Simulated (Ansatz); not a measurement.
Input of an Ansatz 0.2.0 run:

Contents of input.yaml:

```yaml
crystal:
  lattice:
    - [0.0, 2.7493627234, 2.7493627234]
    - [2.7493627234, 0.0, 2.7493627234]
    - [2.7493627234, 2.7493627234, 0.0]
  atoms:
    - { symbol: As, position_ang: [4.1240440851, 4.1240440851, 4.1240440851], spin: 0.5 }
    - { symbol: Ga, position_ang: [0.0, 0.0, 0.0] }
kpoints:
  mp_grid: { grid: [8, 8, 8] }
scf:
  occupations: { method: fermi_dirac, width: 0.1 }
hamiltonian:
  xc: pbe
  pseudopotentials: { kind: all_electron, lapw: { basis_error: 0.0005 } }
magnetization:
  spin_polarized: true
output:
  forces: true
  stress: true
  eigenvalues: true
  xc_energy_on_converged_density: [rpbe, blyp, pbesol]
```

Potentials or basis: all-electron LAPW, scalar-relativistic.

Command:

```console
$ ansatz run input.yaml --threads 1 --pin off --max-ram 2560MiB --backend cpu --events-out ev --progress --plain --runs-dir out
```

Task: What does it give for the absolute moment?

Result: 0.00 μB per cell.

Task: Estimate the net moment.

Result: 0.00 μB per cell.

Task: What does it give for the pressure?

Result: 10.9 GPa.

Caveat: the starting moments weren't kept.
